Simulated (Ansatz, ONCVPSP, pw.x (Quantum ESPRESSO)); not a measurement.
**What a changed setting does to a pw.x run (sc P)**

Potential: optimised norm-conserving Vanderbilt (ONCV), ONCVPSP 4.0.1.1 (patched build), PBE; core [Ne], reference 3s1.75 3p3.25; waves: 3s: rc 1.70 bohr, ncon 4, nbas 7, qcut 5.5 1/bohr, 1 projector; 3p: rc 1.30 bohr, ncon 3, nbas 6, qcut 7.2 1/bohr, 2 projectors, debl 3.6 Ha; d scattering state at 0.25 Ha: rc 1.40 bohr, ncon 3, nbas 7, qcut 8.3 1/bohr, 3 projectors, debl 0.6 Ha; local part: polynomial inside 1.25 bohr (lpopt 5, dvloc0 -1 Ha); core correction: none.

The reference run (k-mesh 13³, cutoffs 65/260 Ry, Fermi–Dirac 0.01 Ry, mixing_beta 0.4, conv_thr 1e-9, no spin) gives -0.05 GPa at 14.621 Å³/atom, where all-electron LAPW gives 0.27 GPa. This run, with its own iteration cap, changes nspin = 2 with starting_magnetization to -0.3.

```
&control
  calculation='scf', prefix='x', pseudo_dir='./', outdir='./tmp', tstress=.true., disk_io='none'
/
&system
  ibrav=0, nat=1, ntyp=1, ecutwfc=65, ecutrho=260, nbnd=9,
  occupations='smearing', smearing='fd', degauss=0.01, nspin=2, starting_magnetization(1)=-0.3
/
&electrons
  conv_thr=1e-09, mixing_beta=0.4, electron_maxstep=60
/
ATOMIC_SPECIES
P 1.0 P.UPF
CELL_PARAMETERS angstrom
  2.44526365 0.00000000 0.00000000
  0.00000000 2.44526365 0.00000000
  0.00000000 0.00000000 2.44526365
ATOMIC_POSITIONS crystal
P 0.0000 0.0000 0.0000
K_POINTS automatic
13 13 13 0 0 0
```

```bash
pw.x < P.scf.in > P.scf.out
```

**Question.** How does the run end?

**Answer.** It converges in 8 iterations; the free energy moves by +0.0 meV/atom and the pressure by +0.00 GPa. The result is that of the reference run.

```
Message from routine setup:
     using ibrav=0 with symmetry is DISCOURAGED, use correct ibrav instead
     lattice parameter (alat)  =       4.6209  a.u.
     unit-cell volume          =      98.6674 (a.u.)^3
     number of electrons       =         5.00
     number of Kohn-Sham states=            9
     kinetic-energy cutoff     =      65.0000  Ry
     charge density cutoff     =     260.0000  Ry
     scf convergence threshold =      1.0E-09
     Exchange-correlation= PBE
     atomic species   magnetization
     number of k points=    84  Fermi-Dirac smearing, width (Ry)=  0.0100
     iteration #  1     ecut=    65.00 Ry     beta= 0.40
     total energy              =     -13.17508997 Ry
     estimated scf accuracy    <       0.01177282 Ry
     total magnetization       =    -0.27 Bohr mag/cell
     absolute magnetization    =     0.27 Bohr mag/cell
     iteration #  2     ecut=    65.00 Ry     beta= 0.40
     total energy              =     -13.18930600 Ry
     estimated scf accuracy    <       0.00478471 Ry
     total magnetization       =    -0.17 Bohr mag/cell
     absolute magnetization    =     0.17 Bohr mag/cell
     iteration #  3     ecut=    65.00 Ry     beta= 0.40
     total energy              =     -13.19239568 Ry
     estimated scf accuracy    <       0.00008239 Ry
     total magnetization       =    -0.02 Bohr mag/cell
     absolute magnetization    =     0.02 Bohr mag/cell
     iteration #  4     ecut=    65.00 Ry     beta= 0.40
     total energy              =     -13.19244320 Ry
     estimated scf accuracy    <       0.00000680 Ry
     total magnetization       =    -0.01 Bohr mag/cell
     absolute magnetization    =     0.01 Bohr mag/cell
     iteration #  5     ecut=    65.00 Ry     beta= 0.40
     total energy              =     -13.19245015 Ry
     estimated scf accuracy    <       0.00000050 Ry
     total magnetization       =     0.00 Bohr mag/cell
     absolute magnetization    =     0.00 Bohr mag/cell
     iteration #  6     ecut=    65.00 Ry     beta= 0.40
     total energy              =     -13.19245038 Ry
     estimated scf accuracy    <          9.2E-09 Ry
     total magnetization       =    -0.00 Bohr mag/cell
     absolute magnetization    =     0.00 Bohr mag/cell
     iteration #  7     ecut=    65.00 Ry     beta= 0.40
     total energy              =     -13.19245040 Ry
     estimated scf accuracy    <          3.2E-09 Ry
     total magnetization       =    -0.00 Bohr mag/cell
     absolute magnetization    =     0.00 Bohr mag/cell
     iteration #  8     ecut=    65.00 Ry     beta= 0.40
     the Fermi energy is    11.0308 ev
!    total energy              =     -13.19245041 Ry
     estimated scf accuracy    <          3.8E-12 Ry
     smearing contrib. (-TS)   =      -0.00129287 Ry
     The total energy is F=E-TS. E is the sum of the following terms:
     one-electron contribution =       5.15626866 Ry
     hartree contribution      =       0.42287422 Ry
     xc contribution           =      -3.41987832 Ry
     ewald contribution        =     -15.35042210 Ry
     total magnetization       =     0.00 Bohr mag/cell
     absolute magnetization    =     0.00 Bohr mag/cell
     convergence has been achieved in   8 iterations
          total   stress  (Ry/bohr**3)                   (kbar)     P=       -0.47
     Message from routine punch:
     Nothing written, as per user request (disk_io='none')
```

The run took about 24 s on one core of a shared host (Neoverse-N1, 64 threads, 124 GiB, load 60).
